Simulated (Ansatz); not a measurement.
HfN:

```xyz
2
Lattice="0.0000 2.4548 2.4548 2.4548 0.0000 2.4548 2.4548 2.4548 0.0000" Properties=species:S:1:pos:R:3 pbc="T T T"
Hf    0.0000    0.0000    0.0000
N     1.2274    1.2274    1.2274
```

The cell comes from a database or a generator and needn't be the stable form of this composition.

A run of Ansatz 0.2.0 on this cell left the log below. Logs are shortened: lines on timing, memory, paths and dates and some standing lists are left out, and cuts for length are marked.

```text
Warning: the checks of this Hf dataset prove no rule for summing its radial tables, as where they were carried onto another mesh than they were made on, and Gregory's rule is taken, under which a leading mesh point left out moves its sums only by what lay on the interval it spanned. That does not make them correct, and they differ from Quantum ESPRESSO's on this file; a re-export a fraction of a mesh step off can move them. hamiltonian.pseudopotentials.radial_quadrature: simpson_from_first_knot sums it by `pw.x`'s rule; on a PAW file no value gives `pw.x`'s numbers. What more to know: hamiltonian.pseudopotentials.radial_quadrature, in the input reference
Warning: the checks of this N dataset prove no rule for summing its radial tables, as where they were carried onto another mesh than they were made on, and Gregory's rule is taken, under which a leading mesh point left out moves its sums only by what lay on the interval it spanned. That does not make them correct, and they differ from Quantum ESPRESSO's on this file; a re-export a fraction of a mesh step off can move them. hamiltonian.pseudopotentials.radial_quadrature: simpson_from_first_knot sums it by `pw.x`'s rule; on a PAW file no value gives `pw.x`'s numbers. What more to know: hamiltonian.pseudopotentials.radial_quadrature, in the input reference
Warning: RAYON_NUM_THREADS=2 ignored (pool sized by the plan → 2); use --threads N
scf.n_extra_bands = 6 over 9 filled bands (N_el = 17.0): the run solves 15 bands
Engine: ansatz 0.2.0, aarch64-unknown-linux-gnu
Pseudopotentials: kind: paw
Pseudopotential: Hf, paw, valence charge 12, recommended cutoff 1230 eV (normal), Hf.paw.azcp
Pseudopotential: N, paw, valence charge 5, recommended cutoff 1320 eV (normal), N.paw.azcp
Functional definition: PBEsol
  exchange = pbesol_x
  correlation = pbesol_c
Crystal: 2 atoms, lattice volume = 29.586 Å³
Basis set: ecut = 1320 eV, 3215 PW (Γ), exchange–correlation on 90×90×90 points (8 copies of the dense FFT grid, shifted against one another)
Bands: 15, of which v1, the nominal top of the filled ones, is band 9 counted from 1 (8 counted from 0)
Symmetry: 24 space group operations
Space group: F-43m (ITA 216), of the structure as read, at distance tolerance 3.1e-5 Å
k-points: 35 of 729 (time reversal used)
Non-local potential: Hf, projectors of the file, l = 0: 2, l = 1: 2, l = 2: 2
Non-local potential: N, projectors of the file, l = 0: 2, l = 1: 2
PAW form: soft (Blöchl's): semilocal exchange-correlation on the pseudo side does not see the compensation charge
PAW frozen core: N, regenerated for the run's functional, and the local potential with it (the file was generated under x = pbe(κ = 0.804, μ = 0.2195149727645171), c = pbe(β = 0.06672455060314922))
PAW one-centre angular grid: Hf, 590 points (default); XC on 96 Gauss nodes
PAW one-centre angular grid: N, 110 points (default); XC on 64 Gauss nodes
Initial density: superposition of atomic densities (chi_scale 0.1, normalization cell, long waves kept (reshape's long-wave potential 0.00 eV rms))
Initial wavefunctions: pseudopotential atomic-orbital guess
Functional: x = pbesol(κ = 0.804, μ = 0.12345679012345678), c = pbesol(β = 0.046)
SCF iter   1: F=—  HF=-9731.920857 eV  |F-HF|=—  |Δ(HF+E_count)|=         —  Δρ=5.56e-2  dr2=1.20e0  ethr=3.10e-3  ⟨swp⟩=8.5  Hψ=4001  notcnv=0
preconditioner: auto → none  [metal: Δε(μ)=0.030 eV  Ē_g=12.494 eV  σ=0.050 eV  W_gap=0.15  n_scr=8 (ndim 8)  ℏωp=20.5 eV  f_vac=0.000  D(μ)=0.80/eV (n_scr^D=0)  sad-step TF]
SCF iter   2: F=—  HF=-9731.771926 eV  |F-HF|=—  |Δ(HF+E_count)|=   1.49e-1  Δρ=3.46e-2  dr2=4.82e-1  ethr=3.10e-3  ⟨swp⟩=1.4  Hψ=827  notcnv=0  defer=8
SCF iter   3: F=—  HF=-9731.675662 eV  |F-HF|=—  |Δ(HF+E_count)|=   9.63e-2  Δρ=2.92e-3  dr2=1.66e-3  ethr=2.83e-3  ⟨swp⟩=2.4  Hψ=786  notcnv=0  defer=12
SCF iter   4: F=—  HF=-9731.676412 eV  |F-HF|=—  |Δ(HF+E_count)|=   7.50e-4  Δρ=5.00e-4  dr2=6.14e-5  ethr=9.78e-6  ⟨swp⟩=2.3  Hψ=951  notcnv=0  defer=42
SCF iter   5: F=—  HF=-9731.676475 eV  |F-HF|=—  |Δ(HF+E_count)|=   6.31e-5  Δρ=6.22e-5  dr2=1.38e-6  ethr=3.61e-7  ⟨swp⟩=2.3  Hψ=717  notcnv=0  defer=42
SCF iter   6: F=-9731.676475 eV  HF=-9731.676475 eV  |F-HF|=8.77e-10  |Δ(HF+E_count)|=   3.60e-8  Δρ=4.57e-6  dr2=3.69e-9  ethr=5.88e-10  ⟨swp⟩=12.1  Hψ=3665  notcnv=0
SCF 1 converged in 6 iterations: F = -9731.676475 eV  dr2 = 3.69e-9
  greatest PAW one-centre occupation: 0.996 electrons in one spin orbital (limit 2), on the Hf atom at site 0 (counted from 0), in its partial waves of l = 0
NSCF: frozen V_eff on 142 k-points
SCF converged after 6 iterations
Free energy (F): -9731.676475 eV
Harris-Foulkes:  -9731.676475 eV  (|F-HF|=8.77e-10)
Internal energy: -9731.670717 eV  (E = F + TS)
E sigma→0 (E₀):  -9731.673596 eV
Entropy (-TS):   -0.005758 eV (-2.879 meV/atom)
Fermi energy:    14.025215 eV
--- Per-component energies (eV) ---
  E_band       = -134.860190
  E_kinetic    = 304.704249
  E_local      = -86.238295  (includes V_loc(G=0)·N_el)
  E_nonlocal   = -513.828337
  E_hartree    = 251.384286
  E_xc         = -316.325805
  E_vxc        = -193.844588  (∫ρ·V_xc dr)
  E_paw        = -8093.995148  (= ΣΔE_a)
  E_vpaw       = -148.421829  (= ΣTr[D̂ρ^β])
  E_aug_tail   = 0.000052  (compensation charges beyond the density's cutoff)
  E_ewald      = -1277.399836
  E_core_change = 0.028119  (= ΣΔE_core)
  E_smearing   = -0.005758  (= −TS)
  E_closure    = 0.000000  (closes the sum)
  Σ components = -9731.676475   (vs F -9731.676475, Δ=0.00e0)
--- Forces (eV/Å), atoms counted from 1 ---
  atom   1  Hf     0.00000000    -0.00000000    -0.00000000
  atom   2  N     -0.00000000     0.00000000     0.00000000
  max |Σ_I F_I| component: 2.22e-16 eV/Å
--- Stress (GPa, compression-positive) ---
       -5.222193       0.000000       0.000000
        0.000000      -5.222193      -0.000000
       -0.000000      -0.000000      -5.222193
  P = ⅓ Tr σ = -5.2222 GPa (-52.222 kbar)
--- Band table (eV; the first three rows and the last of 35) ---
  k-point 0: bands = ["-48.4390", "-16.9934", "-16.9934", "-16.9934", "-2.0508", "8.5899", "8.5899", "8.5899", "13.3125", "16.2525", "16.2525", "20.6432", "20.6432", "20.6432", "27.3417"]
  k-point 1: bands = ["-48.4366", "-17.0517", "-17.0009", "-17.0009", "-1.9070", "8.3318", "8.6781", "8.6781", "13.9581", "16.0610", "16.0610", "20.3236", "20.9096", "20.9096", "25.5298"]
  k-point 2: bands = ["-48.4305", "-17.1956", "-17.0197", "-17.0197", "-1.5587", "7.9978", "8.8829", "8.8829", "15.2322", "15.8490", "15.8490", "19.7337", "21.0826", "21.0826", "23.1302"]
  k-point 34: bands = ["-48.4121", "-17.3771", "-17.2417", "-17.1463", "-0.5958", "8.2874", "8.9919", "10.3936", "12.9066", "15.4621", "17.5282", "19.2710", "20.5165", "23.2766", "24.7086"]
```

Problem. Write the input and the command behind it.

Solution. Band structure with PBEsol, no spin polarisation. The files as run (others can give the same):

input.yaml
```yaml
crystal:
  lattice:
    - [0.0, 2.454822, 2.454822]
    - [2.454822, 0.0, 2.454822]
    - [2.454822, 2.454822, 0.0]
  atoms:
    - { symbol: Hf, position: [0.0, 0.0, 0.0] }
    - { symbol: "N", position: [0.25, 0.25, 0.25] }
hamiltonian:
  xc: pbesol
  pseudopotentials: { kind: paw, source: jth, xc_functional: pbe }
kpoints:
  mp_grid: { grid: [9, 9, 9] }
  band_path:
    path:
      - [[0.0, 0.0, 0.0], [0.5, 0.0, 0.5], [0.5, 0.25, 0.75], [0.375, 0.375, 0.75], [0.0, 0.0, 0.0], [0.5, 0.5, 0.5], [0.625, 0.25, 0.625], [0.5, 0.25, 0.75], [0.5, 0.5, 0.5], [0.375, 0.375, 0.75]]
      - [[0.625, 0.25, 0.625], [0.5, 0.0, 0.5]]
    npoints: 14
scf:
  occupations: { method: fermi_dirac, width: 0.05 }
  n_extra_bands: 6
output:
  forces: true
  stress: true
  eigenvalues: true
  fatbands: false
```

Potentials or basis: JTH PAW.
Launch:
```sh
$ ansatz run input.yaml --threads 2 --pin off --max-ram 5632MiB --backend cpu --events-out ev --progress --plain --runs-dir out
```

Caveat: spin-orbit coupling is left out, which moves the levels of the heavy elements.
